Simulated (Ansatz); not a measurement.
Si: a jump of Si

The calculation used Ansatz, DFT PBEsol, scalar-relativistic, plane waves, PAW. (420 eV cutoff, 2×2×2 k-mesh, shifted by half a step, Gaussian smearing of 0.02 eV, no spin polarisation)

Host crystal, relaxed:

```xyz
2
Lattice="0.0000 2.7169 2.7169 2.7169 0.0000 2.7169 2.7169 2.7169 0.0000" Properties=species:S:1:pos:R:3 pbc="T T T"
Si    4.0754    4.0754    4.0754
Si    2.7169    2.7169    2.7169
```

In a supercell of 32 host sites with charge +2, Si trades places with a neighbouring Si vacancy, moving 2.45 Å between the relaxed ends. Climbing-image nudged elastic band at fixed cell with images 0 (start) to 6 (end), the path measured over all atoms, converged to 0.05 eV/Å; the order of the saddle wasn't checked, and the small cell leaves errors of about a tenth of an eV.

Supercell rows in host cell vectors: 1 -3 1; -3 1 1; 1 1 -3. Si was set at (0.750, 0.750, 0.750) of the host cell.

At the relaxed start Si has 3 Si at 2.35 Å.

Question: What barrier does the band give, and what surrounds the atom at the top?

Answer: 0.66 eV at image 3, where Si has 6 Si at 2.81 Å.

Cost: 1 run of about 14 core-minutes, on Intel Xeon Processor @ 2.50GHz (Skylake/Cascade Lake) (shared hosts).